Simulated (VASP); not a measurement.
# AlNi3 (Pm-3m) in VASP: notebook

One crystal, AlNi3, is run at these levels: PBEsol; tasks: single point.

All numbers are computed with VASP 6.6.1; they aren't measurements. Logs are shortened: lines on timing, memory, paths and dates and some standing lists are left out, and cuts for length are marked.

### 1 The crystal as given

It takes space group Pm-3m (No. 221, cubic). The conventional cell has a = 3.523 Å, b = 3.523 Å, c = 3.523 Å, α = 90.00°, β = 90.00°, γ = 90.00°. Ni (site symmetry 4/mmm) has 8 Ni at 2.49 Å and 4 Al at 2.49 Å as nearest neighbours. Al (site symmetry m-3m) has 12 Ni at 2.49 Å as nearest neighbours.

The cell is a database's computed one.

### 2 Single point, PBEsol, collinear spin, random start

INCAR reads:

```
  PREC = Accurate
  ENCUT = 520
  EDIFF = 1E-7
  ISMEAR = -1
  SIGMA = 0.05
  LREAL = False
  LASPH = True
  NELM = 100
  ALGO = Normal
  ISIF = 2
  LWAVE = False
  LCHARG = True
  ISPIN = 2
  MAGMOM = -0.06 0.59 -0.79 0
  LORBIT = 11
  LMAXMIX = 4
  GGA = PS
  LELF = True
  LVHAR = True
  NBANDS = 28
```

KPOINTS reads:

```
regular mesh
0
Gamma
  6 6 6
```

POSCAR reads:

```
AlNi3
1.0
    3.5230547267      0.0000000000      0.0000000000
    0.0000000000      3.5230547267      0.0000000000
    0.0000000000      0.0000000000      3.5230547267
Ni Al
3 1
Direct
    0.5000000000      0.5000000000      0.0000000000
    0.5000000000      0.0000000000      0.5000000000
    0.0000000000      0.5000000000      0.5000000000
    0.0000000000      0.0000000000      0.0000000000
```

Potentials or basis: VASP PAW PBE potentials, release 64 (Ni, Al).

Command:

```console
> cat potpaw_PBE.64/Ni/POTCAR potpaw_PBE.64/Al/POTCAR > POTCAR
> mpirun -np 1 vasp_std > vasp.out
```

OUTCAR:

```text
PREC = Accurate
   ENCUT = 520
   EDIFF = 1E-7
   ISMEAR = -1
   LREAL = False
   LASPH = True
   NELM = 100
   ISIF = 2
   ISPIN = 2
   LORBIT = 11
   GGA = PS

 ion  position               nearest neighbor table
   1  0.500  0.500  0.000-   2 2.49   3 2.49   4 2.49   2 2.49   3 2.49   2 2.49   4 2.49   2 2.49
                             3 2.49   4 2.49   3 2.49   4 2.49
   2  0.500  0.000  0.500-   1 2.49   3 2.49   4 2.49   1 2.49   4 2.49   1 2.49   3 2.49   1 2.49
                             3 2.49   4 2.49   4 2.49   3 2.49
   3  0.000  0.500  0.500-   1 2.49   2 2.49   4 2.49   1 2.49   4 2.49   2 2.49   4 2.49   4 2.49
                             1 2.49   2 2.49   1 2.49   2 2.49
   4  0.000  0.000  0.000-   1 2.49   2 2.49   3 2.49   2 2.49   3 2.49   1 2.49   3 2.49   3 2.49
                             1 2.49   2 2.49   2 2.49   1 2.49

  LATTYP: Found a simple cubic cell.
 ALAT       =     3.5230547267

  Lattice vectors:

 A1 = (   3.5230547267,   0.0000000000,   0.0000000000)
 A2 = (   0.0000000000,   3.5230547267,   0.0000000000)
 A3 = (   0.0000000000,   0.0000000000,   3.5230547267)

Analysis of symmetry for initial positions (statically):
=====================================================================
 Subroutine PRICEL returns:
 Original cell was already a primitive cell.

 Routine SETGRP: Setting up the symmetry group for a
 simple cubic supercell.

 Subroutine GETGRP returns: Found 48 space group operations
 (whereof 48 operations were pure point group operations)
 out of a pool of 48 trial point group operations.

The static configuration has the point symmetry O_h .

Analysis of symmetry for dynamics (positions and initial velocities):
=====================================================================
 Subroutine PRICEL returns:
 Original cell was already a primitive cell.

 Routine SETGRP: Setting up the symmetry group for a
 simple cubic supercell.

 Subroutine GETGRP returns: Found 48 space group operations
 (whereof 48 operations were pure point group operations)
 out of a pool of 48 trial point group operations.

The dynamic configuration has the point symmetry O_h .

Analysis of structural, dynamic, and magnetic symmetry:
=====================================================================
 Subroutine PRICEL returns:
 Original cell was already a primitive cell.

 Routine SETGRP: Setting up the symmetry group for a
 simple cubic supercell.

 Subroutine GETGRP returns: Found  8 space group operations
 (whereof  8 operations were pure point group operations)
 out of a pool of 48 trial point group operations.

The overall configuration has the point symmetry D_2h.

 Subroutine INISYM returns: Found  8 space group operations
 (whereof  8 operations are pure point group operations),
 and found     1 'primitive' translations

----------------------------------------------------------------------------------------

                                     Primitive cell

  volume of cell :      43.7279

  direct lattice vectors                    reciprocal lattice vectors
     3.523054727  0.000000000  0.000000000     0.283844583  0.000000000  0.000000000
     0.000000000  3.523054727  0.000000000     0.000000000  0.283844583  0.000000000
     0.000000000  0.000000000  3.523054727     0.000000000  0.000000000  0.283844583

  length of vectors
     3.523054727  3.523054727  3.523054727     0.283844583  0.283844583  0.283844583

  position of ions in fractional coordinates (direct lattice)
     0.500000000  0.500000000  0.000000000
     0.500000000  0.000000000  0.500000000
     0.000000000  0.500000000  0.500000000
     0.000000000  0.000000000  0.000000000

  ion indices of the primitive-cell ions
   primitive index   ion index
                 1           1
                 2           2
                 3           3
                 4           4

----------------------------------------------------------------------------------------

 KPOINTS: regular mesh

Automatic generation of k-mesh.
 Grid dimensions read from file:
 generate k-points for:    6    6    6

 Generating k-lattice:

  Cartesian coordinates                     Fractional coordinates (reciprocal lattice)
     0.047307431  0.000000000  0.000000000     0.166666667  0.000000000  0.000000000
     0.000000000  0.047307431  0.000000000     0.000000000  0.166666667  0.000000000
     0.000000000  0.000000000  0.047307431     0.000000000  0.000000000  0.166666667

  Length of vectors
     0.047307431  0.047307431  0.047307431

  Shift w.r.t. Gamma in fractional coordinates (k-lattice)
     0.000000000  0.000000000  0.000000000

 Subroutine IBZKPT returns following result:
 ===========================================

 Found     64 irreducible k-points:

 Following reciprocal coordinates:
            Coordinates               Weight
  0.000000  0.000000  0.000000      1.000000
  0.166667  0.000000  0.000000      2.000000
  0.000000  0.166667  0.000000      2.000000
  0.000000  0.000000  0.166667      2.000000
  0.333333  0.000000  0.000000      2.000000
  0.000000  0.333333  0.000000      2.000000
[... 16 lines left out ...]
 -0.166667  0.500000  0.000000      2.000000
  0.500000  0.000000  0.166667      2.000000
 [... further k-points ...]
   k-points           NKPTS =     64   k-points in BZ     NKDIM =     64   number of bands    NBANDS=     28
   number of dos      NEDOS =    301   number of ions     NIONS =      4
   total plane-waves  NPLWV =  21952
   dimension x,y,z NGX =    28 NGY =   28 NGZ =   28
   dimension x,y,z NGXF=    56 NGYF=   56 NGZF=   56
   ions per type =               3   1
   NGX,Y,Z   is equivalent  to a cutoff of  13.21, 13.21, 13.21 a.u.
   NGXF,Y,Z  is equivalent  to a cutoff of  26.43, 26.43, 26.43 a.u.
 SYSTEM =  unknown system
   PREC   = accura    normal or accurate (medium, high low for compatibility)
   ISTART =      0    job   : 0-new  1-cont  2-samecut
   ICHARG =      2    charge: 1-file 2-atom 10-const
   ISPIN  =      2    spin polarized calculation?
   LNONCOLLINEAR =      F non collinear calculations
   LSORBIT =      F    spin-orbit coupling
   LASPH  =      T    aspherical Exc in radial PAW
   ENCUT  =  520.0 eV  38.22 Ry    6.18 a.u.   6.55  6.55  6.55*2*pi/ulx,y,z
   NELM   =    100;   NELMIN=  2; NELMDL= -5     # of ELM steps
   EDIFF  = 0.1E-06   stopping-criterion for ELM
   LREAL  =      F    real-space projection
   EDIFFG = 0.1E-05   stopping-criterion for IOM
   NSW    =      0    number of steps for IOM
   IBRION =     -1    ionic relax: 0-MD 1-quasi-New 2-CG
   NFREE  =      0    steps in history (QN), initial steepest desc. (CG)
   ISIF   =      2    stress and relaxation
   ISYM   =      2    0-nonsym 1-usesym 2-fastsym
   POTIM  = 0.5000    time-step for ionic-motion
   TEBEG  =    0.0;   TEEND  =   0.0 temperature during run
   PSTRESS=    0.0 pullay stress
   NELECT =      33.0000    total number of electrons
   NUPDOWN=      -1.0000    fix difference up-down
   EMIN   =  10.00;   EMAX   =-10.00  energy-range for DOS
   EFERMI =   0.00;   METHOD = LEGACY
   ISMEAR =    -1;   SIGMA  =   0.05  broadening in eV -4-tet -1-fermi 0-gaus
   EFERMI_NEDOS =   21; number of points for ismear=-14 and -15
   IALGO  =     38    algorithm
   IMIX   =      4    mixing-type and parameters
     AMIX     =   0.40;   BMIX     =  1.00
     AMIX_MAG =   1.60;   BMIX_MAG =  1.00
  volume/ion in A,a.u.               =      10.93        73.77
  Fermi-wavevector in a.u.,A,eV,Ry     =   1.490482  2.816603 30.225843  2.221537
  Thomas-Fermi vector in A             =   2.603258
   LORBIT       =     11    0 simple, 1 ext, 2 COOP (PROOUT), +10 PAW based schemes
   GGA     = PS    functional components
   LHFCALC =     F    Hartree Fock is set to
   AEXX    =    0.0000 exact exchange contribution
   IVDW    =     0    specifies the selected vdW correction
   LEPSILON=     F    determine dielectric tensor
   LRPA    =     F    only Hartree local field effects (RPA)
 spin polarized calculation
  energy-cutoff  :      520.00
  volume of cell :       43.73
 maximum number of plane-waves:      1208
 NGX is ok and might be reduce to    28
   NGX = 13   NGY = 13   NGZ = 13

 number of electron      32.9999980 magnetization      -0.0006033

 number of electron      32.9999980 magnetization       0.0001237

 Free energy of the ion-electron system (eV)
  ---------------------------------------------------
  ext. energy  EPLUGINS =         0.00000000
  ---------------------------------------------------
  free energy    TOTEN  =       -24.29868752 eV

  energy without entropy =      -24.24959136  energy(sigma->0) =      -24.27413944

 E-fermi :   9.7184     XC(G=0): -13.0033

 val. band max:        9.7177027680   @ k =   0.3333   0.1667   0.3333
 cond. band min:       9.7340869836   @ k =   0.3333   0.3333   0.3333
 fundamental gap:      0.0163842156
 Fermi energy:         9.7184343254

 spin component 1

 k-point     1 :       0.0000    0.0000    0.0000
  band No.  band energies     occupation
      1      -0.4178      1.00000
      2       5.3307      1.00000
      3       6.0480      1.00000
      4       6.0480      1.00000
      5       6.4736      1.00000
      6       6.4736      1.00000
[... 733 lines left out ...]
     27      24.5835      0.00000
     28      25.0375      0.00000

 [... further k-points ...]

 spin component 2

 k-point     1 :       0.0000    0.0000    0.0000
  band No.  band energies     occupation
      1      -0.4178      1.00000
      2       5.3307      1.00000
      3       6.0480      1.00000
      4       6.0480      1.00000
      5       6.4736      1.00000
      6       6.4736      1.00000
[... 733 lines left out ...]
     27      24.5835      0.00000
     28      25.0375      0.00000

 [... further k-points ...]

------------------------ aborting loop because EDIFF is reached ----------------------------------------

  FORCE on cell =-STRESS in cart. coord.  units (eV):
  Direction    XX          YY          ZZ          XY          YZ          ZX
  --------------------------------------------------------------------------------------
  -------------------------------------------------------------------------------------
  Total       -0.1781988     -0.1782422     -0.1781811      0.0000000      0.0000000      0.0000000
  in kB       -6.5291573     -6.5307475     -6.5285095      0.0000000      0.0000000      0.0000000
  external PRESSURE =      -6.5294714 kB  Pullay stress =       0.0000000 kB

 VOLUME and BASIS-vectors are now :
 -----------------------------------------------------------------------------
  energy-cutoff  :      520.00
  volume of cell :       43.73
      direct lattice vectors                 reciprocal lattice vectors
     3.523054727  0.000000000  0.000000000     0.283844583  0.000000000  0.000000000
     0.000000000  3.523054727  0.000000000     0.000000000  0.283844583  0.000000000
     0.000000000  0.000000000  3.523054727     0.000000000  0.000000000  0.283844583

 POSITION                                       TOTAL-FORCE (eV/Angst)
 -----------------------------------------------------------------------------------
      1.76153      1.76153      0.00000         0.000000      0.000000      0.000000
      1.76153      0.00000      1.76153         0.000000      0.000000      0.000000
      0.00000      1.76153      1.76153         0.000000      0.000000      0.000000
      0.00000      0.00000      0.00000         0.000000      0.000000      0.000000
 -----------------------------------------------------------------------------------
    total drift:                                0.000000      0.000000      0.000000

  FREE ENERGIE OF THE ION-ELECTRON SYSTEM (eV)
  ---------------------------------------------------
  free  energy   TOTEN  =       -24.2986875153 eV

  energy  without entropy=      -24.2495913552  energy(sigma->0) =      -24.27413944

 total charge

# of ion       s       p       d       tot
------------------------------------------
    1        0.510   0.548   8.397   9.456
    2        0.510   0.548   8.397   9.456
    3        0.510   0.548   8.397   9.456
    4        0.410   0.405   0.000   0.814
--------------------------------------------------
tot          1.941   2.050  25.192  29.183

 magnetization (x)

# of ion       s       p       d       tot
------------------------------------------
    1       -0.000  -0.000   0.000   0.000
    2       -0.000  -0.000   0.000   0.000
    3       -0.000  -0.000   0.000   0.000
    4        0.000  -0.000   0.000  -0.000
--------------------------------------------------
tot          0.000  -0.000   0.000   0.000
```

It took 83 s on 1 thread of Intel Xeon 6975P-C (Granite Rapids), shared host; peak memory 0.24 GiB.

What came out:

```yaml
Free_energy: -24.2987 eV
Pressure: -0.7 GPa
Band_gap_on_the_k_mesh: none (metal or under the smearing width)
Net_moment: 0.00 μB per cell
Valence_electrons_inside_the_program's_atomic_spheres: Ni 9.46; Al 0.81
```

Levels at points of the mesh, in eV from the Fermi level:
Spin up:
```
           k point  band 14  band 15  band 16  band 17  band 18  band 19  band 20  band 21
(0.00, 0.00, 0.00)     0.20     0.20     0.20     0.91     0.91     0.91     6.82     6.82
(0.50, 0.00, 0.00)    -1.05    -0.90    -0.35     0.20     5.74     5.74     5.75     5.75
(0.00, 0.50, 0.00)    -1.05    -0.90    -0.35     0.20     5.74     5.74     5.75     5.75
(0.00, 0.00, 0.50)    -1.05    -0.90    -0.35     0.20     5.74     5.74     5.75     5.75
(0.50, 0.50, 0.00)    -1.11    -0.83    -0.76    -0.46     1.08     1.08     8.37     8.37
(0.00, 0.50, 0.50)    -1.11    -0.83    -0.76    -0.46     1.08     1.08     8.37     8.37
(0.50, 0.00, 0.50)    -1.11    -0.83    -0.76    -0.46     1.08     1.08     8.37     8.37
(0.50, 0.50, 0.50)    -0.94    -0.94    -0.21    -0.01    -0.01    -0.01     3.71     4.30
```
Spin down:
```csv
k point,band 13,band 14,band 15,band 16,band 17,band 18,band 19,band 20,band 21,band 22
"(0.00, 0.00, 0.00)",-0.06,0.20,0.20,0.20,0.91,0.91,0.91,6.82,6.82,7.68
"(0.50, 0.00, 0.00)",-1.05,-1.05,-0.90,-0.35,0.20,5.74,5.74,5.75,5.75,6.62
"(0.00, 0.50, 0.00)",-1.05,-1.05,-0.90,-0.35,0.20,5.74,5.74,5.75,5.75,6.62
"(0.00, 0.00, 0.50)",-1.05,-1.05,-0.90,-0.35,0.20,5.74,5.74,5.75,5.75,6.62
"(0.50, 0.50, 0.00)",-1.19,-1.11,-0.83,-0.76,-0.46,1.08,1.08,8.37,8.37,8.47
"(0.00, 0.50, 0.50)",-1.19,-1.11,-0.83,-0.76,-0.46,1.08,1.08,8.37,8.37,8.47
"(0.50, 0.00, 0.50)",-1.19,-1.11,-0.83,-0.76,-0.46,1.08,1.08,8.37,8.37,8.47
"(0.50, 0.50, 0.50)",-1.19,-0.94,-0.94,-0.21,-0.01,-0.01,-0.01,3.71,4.30,4.30
```

Caveat: the PAW data sets were made with another functional, which shifts forces and pressure a little.

### 3 Single point, PBEsol, non-collinear spin, random start

INCAR reads:

```
  PREC = Accurate
  ENCUT = 520
  EDIFF = 1E-7
  ISMEAR = -1
  SIGMA = 0.05
  LREAL = False
  LASPH = True
  NELM = 100
  ALGO = Normal
  ISIF = 2
  LWAVE = False
  LCHARG = True
  LNONCOLLINEAR = True
  MAGMOM = 0.053 -0.006 0.027 0.346 0.217 -0.425 0.251 -0.736 -0.139 0 0 0
  LORBIT = 11
  LMAXMIX = 4
  GGA = PS
  LVHAR = True
  NBANDS = 47
```

KPOINTS is that of step 2.

POSCAR is that of step 2.

Potentials or basis: VASP PAW PBE potentials, release 64 (Ni, Al).

Command:

```console
> cat potpaw_PBE.64/Ni/POTCAR potpaw_PBE.64/Al/POTCAR > POTCAR
> mpirun -np 1 vasp_ncl > vasp.out
```

Run time: 6.1 min. Hardware: 1 thread of Intel Xeon 6975P-C (Granite Rapids), shared host; peak memory 0.46 GiB.

The run converged. Its results:

```yaml
Free_energy: -24.3075 eV
Pressure: -0.5 GPa
Band_gap_on_the_k_mesh: none (metal or under the smearing width)
Net_moment: 0.66 μB per cell
Valence_electrons_inside_the_program's_atomic_spheres: Ni 9.46; Al 0.81
```

Levels at points of the mesh, in eV from the Fermi level:
```csv
k point,band 31,band 32,band 33,band 34,band 35,band 36
"(0.00, 0.00, 0.00)",0.34,0.34,0.86,0.86,0.86,0.88
"(0.50, 0.00, 0.00)",-0.49,-0.30,-0.04,0.34,5.67,5.67
"(0.00, 0.50, 0.00)",-0.49,-0.30,-0.04,0.34,5.67,5.67
"(0.00, 0.00, 0.50)",-0.49,-0.30,-0.04,0.34,5.67,5.67
"(0.50, 0.50, 0.00)",-0.79,-0.63,-0.57,-0.44,0.91,0.91
"(0.00, 0.50, 0.50)",-0.79,-0.63,-0.57,-0.44,0.91,0.91
"(0.50, 0.00, 0.50)",-0.79,-0.63,-0.57,-0.44,0.91,0.91
"(0.50, 0.50, 0.50)",-0.25,-0.25,-0.22,-0.22,-0.22,0.10
```

Moments on the atoms (μB; x, y, z):
```
Ni   0.15 -0.12 -0.12
Ni   0.15 -0.12 -0.12
Ni   0.15 -0.12 -0.12
Al  -0.01  0.00  0.00
```

Caveat: the PAW data sets were made with another functional, which shifts forces and pressure a little.

### 4 The reference run

An earlier run on the cell as given: functional PBE; potentials or basis VASP PAW PBE potentials, release 64 (Ni, Al); cutoff 520 eV; k mesh 8 × 8 × 8; occupations fermi-dirac, width 0.05 eV; collinear spin, ferromagnetic start; starting moments [1.0, 1.0, 1.0, 0.0] μB.

- Pressure: 7.3 GPa
- Band gap on the k mesh: none (metal or under the smearing width)
- Net moment: 0.67 μB per cell
- Site moments: Ni +0.24; Al -0.01 μB
- Valence electrons inside the program's atomic spheres: Ni 9.45; Al 0.82

### 5 The runs side by side

| level | spin | k mesh | gap on the mesh (eV) | pressure (GPa) | moment (μB) |
| --- | --- | --- | --- | --- | --- |
| PBEsol | collinear, random start | 6 × 6 × 6 | none | -0.7 | 0.00 |
| PBEsol | non-collinear, random start | 6 × 6 × 6 | none | -0.5 | 0.66 |
| PBE | collinear, ferromagnetic start | 8 × 8 × 8 | none | 7.3 | 0.67 |

Alike in all rows: task single point; potentials or basis VASP PAW PBE potentials, release 64 (Ni, Al); cell as given; cutoff (eV) 520; smearing fermi-dirac 0.05 eV.

Every run on the cell as given and a fine mesh finds a metal. The pressure there spans -0.7 GPa (PBEsol) to 7.3 GPa (PBE); a positive pressure means that this level wants a larger cell, a negative one a smaller.

Caveats: the PAW data sets were made with another functional, which shifts forces and pressure a little (some runs).

Absolute energies hang on the potentials; compare differences alone.
